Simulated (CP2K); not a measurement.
## BP: relaxation of cell and atoms with RPBE+D4

Crystal: BP.

```
P B
1.0
     3.20885    0.00000    0.00000
     1.60443    2.77895    0.00000
     1.60443    0.92632    2.62002
P B
1 1
Direct
  0.75000 0.75000 0.75000
  0.00000 0.00000 0.00000
```

```yaml
Program: CP2K 2026.2
Task: relaxation of cell and atoms
Functional: RPBE
Dispersion: D4
Potentials_or_basis: POTENTIAL_UZH P GTH-PBE-q5, B GTH-PBE-q3; TZVP-MOLOPT-PBE-GTH basis
Density_cutoff: 6123 eV
k_mesh: 10 × 10 × 10
Occupations: fermi-dirac, width 0.05 eV
Spin: no spin polarisation
SCF_solver: diagonalisation with k points
Quickstep_method: GPW
EPS_DEFAULT: 1.0E-10
EPS_SCF: 1.0E-6
MAX_SCF: 100
SCF_GUESS: ATOMIC
Mesh_centred_on_Gamma: yes
CHOLESKY: OFF
EPS_EIGVAL: 1.0E-7
MIXING_METHOD: BROYDEN_MIXING
MIXING_ALPHA: 0.4
NBUFFER: 8
NGRIDS: 4
EXTRAPOLATION: USE_PREV_P
Basis_sets: P TZVP-MOLOPT-PBE-GTH-q5, B TZVP-MOLOPT-PBE-GTH-q3
Potentials: P GTH-PBE-q5 of POTENTIAL_UZH, B GTH-PBE-q3 of POTENTIAL_UZH
ADDED_MOS: "[10]"
Optimiser: BFGS
Most_steps: 40
KEEP_SPACE_GROUP: yes
Force_threshold_eV/A: 0.03 eV/Å
PRESSURE_TOLERANCE_bar: 100 bar
Target_pressure_GPa: 0 GPa
REL_CUTOFF_Ry: 60 Ry
MIXING_BETA_1/bohr: 1.5 1/bohr
CUTOFF_of_the_grids: 450 Ry
Cutoff_radius_of_the_dispersion_sum_A: 20
```

```yaml
Relaxed_volume: 10.90 Å³/atom
Relaxed_cell: a = 3.152 Å, b = 3.152 Å, c = 3.152 Å, α = 59.20°, β = 59.40°, γ = 59.40°
Space_group_after_relaxing_to_0.05_Å: R3m (No. 160)
Pressure_after_relaxing: -0.1 GPa
Band_gap_on_the_k_mesh: 1.28 eV, indirect (least direct gap 3.31 eV)
Mulliken_charges: P +0.14; B -0.14 e
```

The path:
| step | energy change (eV) | largest force (eV/Å) | volume (Å³) |
| --- | --- | --- | --- |
| 1 | 0.0000 | 0.0115 | 23.22 |
| 2 | -0.0390 | 0.1934 | 21.64 |
| 3 | -0.0413 | 0.1659 | 21.83 |
| 4 | -0.0412 | 0.1685 | 21.81 |
| 5 | -0.0412 | 0.1685 | 21.81 |

Final structure:
```
P B
1.0
     3.15189    0.00000    0.00000
     1.60439    2.71317    0.00000
     1.60439    0.92627    2.55025
P B
1 1
Direct
  0.75000 0.75000 0.75000
  0.00000 0.00000 0.00000
```

Levels at points of the mesh, in eV from the valence-band top:
```csv
k point,band 1,band 2,band 3,band 4,band 5,band 6,band 7,band 8,band 9
"(0.00, 0.00, 0.00)",-16.08,-0.07,-0.02,0.00,3.31,3.63,3.66,8.77,13.05
"(0.00, 0.00, 0.50)",-12.44,-9.51,-1.91,-1.86,4.14,4.71,4.91,12.18,15.25
"(0.00, 0.50, 0.00)",-12.44,-9.51,-1.91,-1.86,4.14,4.71,4.91,12.18,15.25
"(0.00, 0.50, 0.50)",-10.90,-8.95,-4.42,-4.23,1.44,1.77,12.68,12.78,16.16
"(0.50, 0.00, 0.00)",-12.47,-9.51,-1.88,-1.85,4.16,4.72,4.96,12.20,15.27
"(0.50, 0.00, 0.50)",-10.86,-8.92,-4.43,-4.29,1.42,1.70,12.67,12.77,16.20
"(0.50, 0.50, 0.00)",-10.86,-8.92,-4.43,-4.29,1.42,1.70,12.67,12.77,16.20
"(0.50, 0.50, 0.50)",-12.64,-9.50,-1.76,-1.72,4.45,4.89,4.95,12.30,15.27
```

It took 5.5 min on 1 thread of Arm Neoverse N1, on a shared host, peak memory 0.29 GiB.

Caveat: Mulliken charges move with the basis; the printed path begins after the first move; the potentials were made for another functional, which shifts forces and pressure; the basis of atomic orbitals isn't converged, which shifts pressures, moduli and gaps; the real-space grid breaks the cell's symmetry a little. A k mesh can miss the band edges.
